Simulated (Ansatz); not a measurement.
# A computed series for NaF: pressure series

The reference is NaF in the rock salt structure (space group Fm-3m, No. 225).

```
NaF
1.0
    0.00000     2.29725     2.29725
    2.29725     0.00000     2.29725
    2.29725     2.29725     0.00000
F Na
1 1
Direct
  0.00000   0.00000   0.00000
  0.50000   0.50000   0.50000
```

Cell and atoms are relaxed at each pressure.

The values are results of r2SCAN/PAW in Ansatz (a first-principles code), no spin-orbit coupling, not measurements.

```
pressure (GPa)  volume per atom (Å³/atom)
--------------  -------------------------
-2                                 12.625
-1                                 12.356
0                                  12.123
0.9                                11.930
2.1                                11.698
4.5                                11.299
9                                       ?
15                                 10.119
22.5                                9.562
```

### Question
Fit the third-order Birch–Murnaghan form P(V) = (3B₀/2)[(V₀/V)^(7/3) − (V₀/V)^(5/3)]·[1 + (3/4)(B₀′ − 4)((V₀/V)^(2/3) − 1)] (squares taken in P) to the rows shown and predict the withheld row.

### Answer
Least squares on the printed values gives V₀ = 12.122 Å³/atom, B₀ = 54.3 GPa, B₀′ = 4.7; this predicts 10.709 Å³/atom, and the run gives 10.709 Å³/atom, in agreement.

Measured bulk modulus of NaF: 53.1 GPa (static lattice; corrected from measurement; as listed in Daniel Mejia-Rodriguez, S. B. Trickey, Phys. Rev. B (2018)); the computed value is 2 % above it.

Load acts through the strain it causes; cell and atoms are relaxed under it. Whether these cells are dynamically stable was not tested. No other phases were tried under pressure.
